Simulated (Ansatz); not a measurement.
**AlGaN2: how the free axis answers a strain**

AlGaN2, P-4m2, a = 3.139 Å, c = 4.422 Å. The structure is a Materials Project entry; whether it is the stable form wasn't checked. Ansatz: r2SCAN, PAW, 500 eV, Γ-centred 8×8×6 mesh on 4 atoms, Gaussian smearing 0.02 eV; no spin polarisation. Series: biaxial strain in the a-b plane, c and atoms relaxed; x is the strain in per cent. y is the change of c in per cent of 4.422 Å.

| x (%) | y (%) |
| --- | --- |
| -6.0 | 5.85 |
| -4.0 | 4.02 |
| -2.0 | ? |
| 0.0 | 0.00 |
| 2.0 | -2.23 |
| 4.0 | -4.62 |
| 6.0 | -7.18 |

**Question.** Fit y = c1 x + c2 x² to the other rows, say what c1 measures, and predict the missing y.

**Answer.** Least squares on the rows shown. y = −1.084 x − 0.01850 x². With no stress along c, c1 = −2C13/C33 = -1.084. At x = -2.0 the fit asked for gives 2.09 %. The run gave 2.08 %, so the fit is 0.01 % too high, within the rms miss on the fitted rows (0.01 %).